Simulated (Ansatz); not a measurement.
Input and command of a plane-wave DFT calculation in Ansatz:

```yaml
crystal:
  lattice:
    - [1.6421603996, 0.9481017488, 6.4098632]
    - [-1.6421603996, 0.9481017488, 6.4098632]
    - [0.0, -1.8962034976, 6.4098632]
  atoms:
    - { symbol: W, position: [0.0, 0.0, 0.0] }
    - { symbol: S, position: [0.7503, 0.7503, 0.7503] }
    - { symbol: S, position: [0.581, 0.581, 0.581] }
basis:
  ecutwfc: 420
kpoints:
  mp_grid: { grid: [12, 12, 12] }
hamiltonian:
  xc: pbesol
scf:
  occupations: { method: gaussian, width: 0.05 }
output:
  forces: true
  stress: true
  eigenvalues: true
```

```bash
ansatz run input.yaml --threads 1 --pin off --max-ram 2560MiB --backend cpu --events-out ev --progress --plain --runs-dir out
```

Processor: Intel(R) Xeon(R) Processor @ 2.50GHz (Skylake/Cascade Lake), 1 thread, on a host shared with other jobs.

Q: How long does it run, and how much memory does it take?

A: About 29 s on 1 thread of Intel(R) Xeon(R) Processor @ 2.50GHz (Skylake/Cascade Lake), on a shared host, peak memory 0.5 GiB. It solves 17 bands at 189 k points (the mesh reduced by symmetry) with about 1185 plane waves, in 8 SCF iterations.
